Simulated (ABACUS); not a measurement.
Wanted: the native input for an ABACUS 3.10.1 run.

* Task: single point
* Functional: PBEsol
* Potentials or basis: PseudoDojo NC SR 0.4.1 PBEsol standard
* Cutoff: 1143 eV
* Density cutoff: 4572 eV
* Basis: plane waves
* k mesh: 10 × 10 × 8
* Occupations: fermi-dirac, width 0.05 eV
* Spin: no spin polarisation
* Radial cutoff of the potentials (pseudo_rcut): 7 bohr
* SCF threshold on the density: 1e-08
* Max SCF steps: 100
* Eigensolver: dav
* Mixing: broyden
* Mixing share: 0.7
* Symmetry key: 1
* Bands: 12

Crystal: MgB2.

```
CELL_PARAMETERS angstrom
3.08500 0.00000 0.00000
-1.54250 2.67169 0.00000
0.00000 0.00000 3.52300
ATOMIC_POSITIONS crystal
Mg 0.01959 0.99359 0.99020
B 0.66441 0.32161 0.49171
B 0.33637 0.66639 0.50926
```

The cell isn't the ideal one: atoms moved at random, drawn with an rms of 0.05 Å.

These files were run (other wordings do the same):

INPUT

```
INPUT_PARAMETERS
suffix              MgB2
calculation         scf
basis_type          pw
pseudo_dir          ./
symmetry            1
dft_functional      pbesol
ecutwfc             84
pseudo_rcut         7
nspin               1
nbands              12
ks_solver           dav
smearing_method     fd
smearing_sigma      0.00367493
scf_thr             1e-08
scf_nmax            100
mixing_type         broyden
mixing_beta         0.7
cal_force           1
cal_stress          1
kpar                4
```

STRU

```
ATOMIC_SPECIES
Mg 24.3050 Mg.upf
B 10.8100 B.upf

LATTICE_CONSTANT
1.8897261246

LATTICE_VECTORS
3.0850000000 0.0000000000 0.0000000000
-1.5425000000 2.6716883707 0.0000000000
0.0000000000 0.0000000000 3.5230000000

ATOMIC_POSITIONS
Direct

Mg
0.0
1
0.0195880000 -0.0064130000 -0.0098050000 1 1 1

B
0.0
2
0.6644080000 0.3216100000 0.4917100000 1 1 1
0.3363740000 0.6663920000 0.5092550000 1 1 1
```

KPT

```
K_POINTS
0
Gamma
10 10 8 0 0 0
```

Potentials or basis: PseudoDojo NC SR 0.4.1 PBEsol standard, plane waves.

Command:

```sh
$ OMP_NUM_THREADS=1 mpirun -np 4 abacus > log
```

It gave:

```json
{"Pressure": "-2.4 GPa", "Largest force": "0.738 eV/Å", "Band gap on the k mesh": "none (metal or under the smearing width)"}
```

It took 25 s on 4 MPI ranks on Intel(R) Xeon(R) 6975P-C (Granite Rapids), on a shared host, peak memory 0.48 GiB a rank.
